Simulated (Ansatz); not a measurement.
# Lu: one contact scaled

One table from this session's results is given with a row withheld; the runs are named, their logs left out.

Method: DFT, PBE, PAW with Ansatz's default frozen-core files, scalar-relativistic, in Ansatz 0.2.0.

1 further run of the same task is left out (it didn't finish). Runs told in other sessions of the task aren't counted.

### Starting point

The structure is cubic, space group Fd-3m (No. 227). The conventional cell has a = 6.632 Å, b = 6.632 Å, c = 6.632 Å, α = 90.00°, β = 90.00°, γ = 90.00°. Lu (site symmetry -43m) is surrounded by 4 Lu at 2.87 Å.

As a file:

```cif
data_structure
_symmetry_space_group_name_H-M 'P 1'
_symmetry_Int_Tables_number 1
_cell_length_a 4.6896
_cell_length_b 4.6896
_cell_length_c 4.6896
_cell_angle_alpha 60.000
_cell_angle_beta 60.000
_cell_angle_gamma 60.000
_cell_volume 72.93
loop_
_atom_site_label
_atom_site_type_symbol
_atom_site_fract_x
_atom_site_fract_y
_atom_site_fract_z
_atom_site_occupancy
Lu1 Lu 0.87500 0.87500 0.87500 1
Lu2 Lu 0.12500 0.12500 0.12500 1
```

Atoms are numbered in the order of the input: Lu1, Lu2.

Set-up of the first run:

File input.yaml:

```yaml
crystal:
  lattice:
    - [0.0, 3.3160452135, 3.3160452135]
    - [3.3160452135, 0.0, 3.3160452135]
    - [3.3160452135, 3.3160452135, 0.0]
  atoms:
    - { symbol: Lu, position: [-0.125, -0.125, -0.125] }
    - { symbol: Lu, position: [0.125, 0.125, 0.125] }
kpoints:
  mp_grid: { grid: [8, 8, 8] }
scf:
  occupations: { method: fermi_dirac, width: 0.05 }
hamiltonian:
  xc: pbe
  pseudopotentials: { kind: paw }
output:
  forces: true
  stress: true
  eigenvalues: true
  populations: true
```

Command:

```sh
$ ansatz run input.yaml --threads 1 --pin off --max-ram 2048MiB --backend cpu --events-out ev --progress --plain --runs-dir out
```

Steps of the session up to this table: Shortest bond scaled by 1, PAW; Shortest bond scaled by 0.88, PAW; Shortest bond scaled by 0.82, PAW; Shortest bond scaled by 0.76, PAW; Shortest bond scaled by 0.58, PAW; Shortest bond scaled by 0.58, PAW (cutoff 1000 eV).

One of the session's tables, all rows but one given; the rest of the session is left out.

| method | length (Å) | F from the given length (eV/cell) | force along the bond (eV/Å) | pressure (GPa) | largest force (eV/Å) |
| --- | --- | --- | --- | --- | --- |
| PAW | 1.666 | 14.620 | 61.121 | 66.66 | 61.121 |
| PAW | 2.183 | 1.745 | 7.150 | 8.42 | 7.150 |
| PAW | 2.355 | ? | ? | ? | ? |
| PAW | 2.527 | 0.299 | 2.098 | 4.84 | 2.098 |
| PAW | 2.872 | 0.000 | 0.000 | 4.44 | 0.000 |
| PAW (cutoff 1000 eV) | 1.666 | – | 60.531 | 65.94 | 60.531 |

**Question.** Estimate the row for PAW, 2.355.

**Answer.** F from the given length (eV/cell): 0.814; force along the bond (eV/Å): 4.000; pressure (GPa): 5.53; largest force (eV/Å): 4.000.
